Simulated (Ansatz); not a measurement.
Input and command of a plane-wave DFT calculation in Ansatz:

```yaml
crystal:
  lattice:
    - [3.1414322073, 0.0, 0.0]
    - [-1.5707161036, 2.7205600958, 0.0]
    - [0.0, 0.0, 12.5788196111]
  atoms:
    - { symbol: Mo, position: [0.3102501576, 0.6780376511, 0.2460714] }
    - { symbol: Mo, position: [0.6008319964, 0.2683886322, 0.7354639448] }
    - { symbol: S, position: [0.4666843477, 0.7563719843, 0.6568651963] }
    - { symbol: S, position: [0.655579729, 0.1984319342, 0.1416757869] }
    - { symbol: S, position: [0.2812385947, 0.6873077008, 0.8263247993] }
    - { symbol: S, position: [0.6854151746, 0.4114620973, 0.3935988727] }
basis:
  ecutwfc: 420
kpoints:
  mp_grid: { grid: [12, 12, 2] }
hamiltonian:
  xc: pbesol
scf:
  occupations: { method: gaussian, width: 0.05 }
output:
  forces: true
  stress: true
  eigenvalues: true
  write_density: true
  write_potential: true
  elf: true
  volumetric_format: npy
```

```bash
ansatz run input.yaml --threads 1 --pin off --max-ram 2560MiB --backend cpu --events-out ev --progress --plain --runs-dir out
```

Processor: Intel(R) Xeon(R) Platinum 8488C (Sapphire Rapids), 1 thread, on a host shared with other jobs.

Q: Estimate time, memory and problem size.

A: About 48 s on 1 thread of Intel(R) Xeon(R) Platinum 8488C (Sapphire Rapids), on a shared host, peak memory 0.66 GiB. It solves 32 bands at 148 k points (the mesh reduced by the symmetry that the task leaves, which can be less than the crystal's) with about 2059 plane waves, in 9 SCF iterations.
